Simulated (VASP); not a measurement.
The system is PbO.

```xyz
2
Lattice="0.0000 2.7988 2.7988 2.7988 0.0000 2.7988 2.7988 2.7988 0.0000" Properties=species:S:1:pos:R:3 pbc="T T T"
Pb    0.0000    0.0000    0.0000
O     1.3994    1.3994    1.3994
```

The cell was built by a generator and needn't be a form met in nature.

Base run:

- Program: VASP 6.6.1
- Functional: r2SCAN
- Potentials or basis: VASP PAW PBE potentials, release 64 (Pb_d, O)
- Cutoff: 520 eV
- k mesh: 6 × 6 × 6
- Occupations: gaussian, width 0.01 eV
- Spin: no spin polarisation

Its results: band gap on the k mesh 0.65 eV, indirect (least direct gap 0.79 eV); pressure 0.3 GPa.

Question: The run is repeated on the same cell with these changes: functional from r2SCAN to PBE-based global hybrid; k mesh from 6 × 6 × 6 to 4 × 4 × 4. What comes out?

Answer: Band gap on the k mesh 1.17 eV, indirect (least direct gap 1.37 eV); pressure 1.1 GPa.

Several settings changed at once, so the effect can't be laid on one alone.

Caveats: some runs use coarse meshes; the PAW data sets were made with another functional, which shifts forces and pressure a little; spin-orbit coupling is left out, which as a rule narrows the gap of such compounds by several tenths of an eV.

A k mesh can miss the band edges.
